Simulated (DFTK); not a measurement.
# Ni (P6_3/mmc) in DFTK: reference runs

Aim: a first look at Ni with PBE, on the cell as given.

Program: DFTK 0.8.2. These are calculated values, not measurements. Logs are shortened: lines on timing, memory, paths and dates and some standing lists are left out, and cuts for length are marked.

**1. Starting point**

It takes space group P6_3/mmc (No. 194, hexagonal). The conventional cell has a = 2.448 Å, b = 2.448 Å, c = 4.073 Å, α = 90.00°, β = 90.00°, γ = 120.00°. Ni (site symmetry -6m2) has 12 Ni at 2.45 to 2.48 Å as nearest neighbours.

This isn't the form of Ni at room conditions, which is fcc.

**2. Single point, PBE, collinear spin, ferromagnetic start**

Input file run.jl:

```julia
using DFTK
using PseudoPotentialData
using Unitful, UnitfulAtomic
using LinearAlgebra, Printf
include("save.jl")
disable_threading()

# lattice vectors are the columns
lattice = austrip(1u"Å") * [  2.4480228978  -1.2240114489            0.0;
                      0.0   2.1200500186            0.0;
                      0.0            0.0     4.07280757]
symbols   = [:Ni, :Ni]
positions = [[0.6666666667, 0.3333333333, 0.75],
             [0.3333333333, 0.6666666667, 0.25]]
pseudopotentials = PseudoFamily("dojo.nc.sr.pbe.v0_4_1.standard.upf")
elements = Dict(s => ElementPsp(s, pseudopotentials) for s in unique(symbols))
atoms    = [elements[s] for s in symbols]
magnetic_moments = [1.0, 1.0]

build_model(lattice, positions; symmetries=true) =
    model_DFT(lattice, atoms, positions;
              functionals=PBE(),
              magnetic_moments,
              spin_polarization=:collinear,
              temperature=austrip(0.05u"eV"),
              smearing=Smearing.FermiDirac(),
              symmetries)
Ecut  = 49.0  # hartree
kgrid = [12, 12, 7]
tol   = 1e-6
to_GPa = ustrip(uconvert(u"GPa", 1u"hartree/bohr^3"))

model = build_model(lattice, positions)
basis = PlaneWaveBasis(model; Ecut, kgrid)
display(basis)
scfres = self_consistent_field(basis;
                               tol,
                               ρ=guess_density(basis, magnetic_moments),
                               nbandsalg=AdaptiveBands(model; n_bands_converge=24))
display(scfres.energies)
@printf "Fermi level: %.6f eV\n" ustrip(auconvert(u"eV", something(scfres.εF, NaN)))
forces = compute_forces_cart(scfres)
println("Forces (eV/Å)")
for (s, f) in zip(symbols, forces)
    @printf "%-3s %12.6f %12.6f %12.6f\n" s ustrip.(auconvert.(u"eV/Å", f))...
end
stress = compute_stresses_cart(scfres)
println("Stress (GPa)")
display(round.(stress * to_GPa; digits=4))
@printf "Total moment: %.4f μB\n" sum(spin_density(scfres.ρ)) * scfres.basis.dvol
println("Levels at the first k-point (eV): ", round.(ustrip.(auconvert.(u"eV", scfres.eigenvalues[1][1:scfres.n_bands_converge])); digits=4))
save_scf!(scfres; forces, stress)
```

Potentials or basis: dojo.nc.sr.pbe.v0_4_1.standard.upf (PBE).

On the command line:

```sh
$ julia --threads=1 run.jl  # save.jl only writes the numbers to a file and isn't shown; printed stress counts tension as positive; times include loading and compiling
```

Output:

```text
PlaneWaveBasis discretization:

    Ecut                 : 49.0 Ha
    fft_size             : (32, 32, 54), 55296 total points
    kgrid                : MonkhorstPack([12, 12, 7])
    num.   red. kpoints  : 1008
    num. irred. kpoints  : 76

    Discretized Model(gga_x_pbe+gga_c_pbe, 3D):
        lattice (in Bohr)    : [4.62609   , -2.31305  , 0         ]
                               [0         , 4.00631   , 0         ]
                               [0         , 0         , 7.69649   ]
        unit cell volume     : 142.64 Bohr³

        atoms                : Ni₂
        pseudopot. family    : PseudoFamily("dojo.nc.sr.pbe.v0_4_1.standard.upf")

        num. electrons       : 36
        spin polarization    : collinear
        temperature          : 0.0018375 Ha
        smearing             : DFTK.Smearing.FermiDirac()

        terms                : Kinetic()
                               AtomicLocal()
                               AtomicNonlocal()
                               Ewald(nothing)
                               PspCorrection()
                               Hartree()
                               Xc(gga_x_pbe, gga_c_pbe)
                               Entropy()
n     Energy            log10(ΔE)   log10(Δρ)   Magnet   |Magn|   Diag   Δtime
---   ---------------   ---------   ---------   ------   ------   ----   ------
  1   -335.5772202571                   -0.93    1.458    1.523    5.1    26.1s
  2   -335.5786848284       -2.83       -1.38    1.378    1.514    1.0    12.3s
  3   -335.5791426645       -3.34       -1.72    1.337    1.515    2.2    14.1s
  4   -335.5792087474       -4.18       -2.21    1.326    1.516    1.0    11.3s
  5   -335.5792200536       -4.95       -2.66    1.329    1.517    2.0    13.4s
  6   -335.5792212845       -5.91       -3.30    1.329    1.518    2.1    14.1s
  7   -335.5792214012       -6.93       -3.71    1.330    1.518    2.5    13.6s
  8   -335.5792214104       -8.04       -3.99    1.330    1.519    1.9    13.5s
  9   -335.5792214123       -8.72       -4.90    1.330    1.519    1.5    12.1s
 10   -335.5792214125       -9.68       -5.30    1.330    1.519    3.6    17.1s
 11   -335.5792214125      -11.13       -5.64    1.330    1.519    1.6    12.2s
 12   -335.5792214125   +  -11.62       -6.12    1.330    1.519    1.9    14.0s
Energy breakdown (in Ha):
    Kinetic             157.9943571
    AtomicLocal         -273.9371058
    AtomicNonlocal      -52.9507457
    Ewald               -225.6361989
    PspCorrection       9.8751972
    Hartree             91.9476322
    Xc                  -42.8711091
    Entropy             -0.0012483

    total               -335.579221412467
Fermi level: 11.850456 eV
Forces (eV/Å)
Ni     -0.000005    -0.000003    -0.000000
Ni      0.000000    -0.000006     0.000000
Stress (GPa)
3×3 StaticArraysCore.SMatrix{3, 3, Float64, 9} with indices SOneTo(3)×SOneTo(3):
 -8.7751   0.0      0.0
 -0.0     -8.7751   0.0
  0.0     -0.0     -4.5591
Total moment: 1.3299 μB
Levels at the first k-point (eV): [-91.9001, -91.865, -52.3745, -52.2113, -52.2113, -52.1801, -52.1801, -52.1446, 2.5211, 6.7174, 9.1705, 9.3396, 9.3396, 9.6041, 9.6041, 10.1233, 10.1233, 11.0596, 11.0596, 11.1999, 17.3589, 34.7515, 36.9935, 36.9935]
```

Run time: 4.6 min. Hardware: 1 thread of Intel Xeon Platinum 8488C (Sapphire Rapids), shared host; peak memory 2.6 GiB.

Results:

- Free energy: -9131.5758 eV
- Pressure: 7.4 GPa
- Band gap on the k mesh: none (metal or under the smearing width)
- Net moment: 1.33 μB per cell
- Absolute moment: 1.52 μB per cell
- Site moments: Ni +0.66 μB

Levels at points of the mesh, in eV from the Fermi level:
Spin up:
```tsv
k point	band 15	band 16	band 17	band 18	band 19	band 20	band 21	band 22	band 23	band 24
(0.00, 0.00, 0.00)	-2.25	-1.73	-1.73	-0.79	-0.79	-0.65	5.51	22.90	25.14	25.14
(-0.50, 0.00, 0.00)	-2.23	-0.67	-0.63	-0.56	1.13	3.09	9.32	9.88	12.42	13.43
```
Spin down:
```
            k point  band 14  band 15  band 16  band 17  band 18  band 19  band 20  band 21  band 22  band 23
 (0.00, 0.00, 0.00)    -1.46    -1.46    -0.98    -0.98    -0.73     0.00     0.00     5.95    22.75    25.03
(-0.50, 0.00, 0.00)    -1.80    -1.48     0.17     0.20     0.32     1.66     3.50     9.43     9.99    12.61
```
